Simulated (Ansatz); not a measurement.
**How far is PAW off for CsBr?**

```
Cs Br
1.0
     4.32562    0.00000    0.00000
     0.00000    4.32562    0.00000
     0.00000    0.00000    4.32562
Cs Br
1 1
Direct
  0.00000 0.00000 0.00000
  0.50000 0.50000 0.50000
```

Atoms are numbered in the order listed.

The cell is the one relaxed in the Materials Project (mp-22906), not relaxed further here; entries there can be hypothetical.

Spin–orbit coupling is left out, though it moves levels of the heavy atoms by tenths of an eV or more.

Levels of theory: DFT, PBE, PAW with Ansatz's default frozen-core files, scalar-relativistic (Ansatz 0.2.0); DFT, PBE, all-electron PAW with datasets made for the crystal, scalar-relativistic (Ansatz 0.2.0); DFT, PBE, all-electron LAPW, scalar-relativistic (Ansatz 0.2.0).

For PAW: a Γ-centred 6×6×6 k mesh, Fermi–Dirac smearing of 0.02 eV, cutoff 420 eV, no spin polarisation. The crystal-made all-electron datasets (AE datasets) take a cutoff of 200 eV at this cell. LAPW targets a basis error of 0.25 meV/atom. The Ansatz runs share mesh, smearing and spin set-up. Plane-wave (PAW) pressures include the program's estimate of the Pulay term.

Stress and pressure are positive in compression.

Levels count from the top of the valence band.

```tsv
quantity	PAW	AE datasets	LAPW
pressure (GPa)	0.60	0.60	0.60
band gap (eV)	4.421	4.422	4.422
highest filled level at X (eV)	-0.192	-0.192	-0.192
lowest empty level at X (eV)	5.927	5.928	5.928
highest filled level at R (eV)	-1.111	-1.111	-1.111
lowest empty level at R (eV)	8.207	8.207	8.207
highest filled level at M (eV)	0.000	0.000	0.000
lowest empty level at M (eV)	5.258	5.259	5.259
```

PAW's pressure differs from the LAPW value by about 0.01 GPa or less. Datasets made for the crystal and LAPW share parts of one code, so their agreement isn't an independent check.
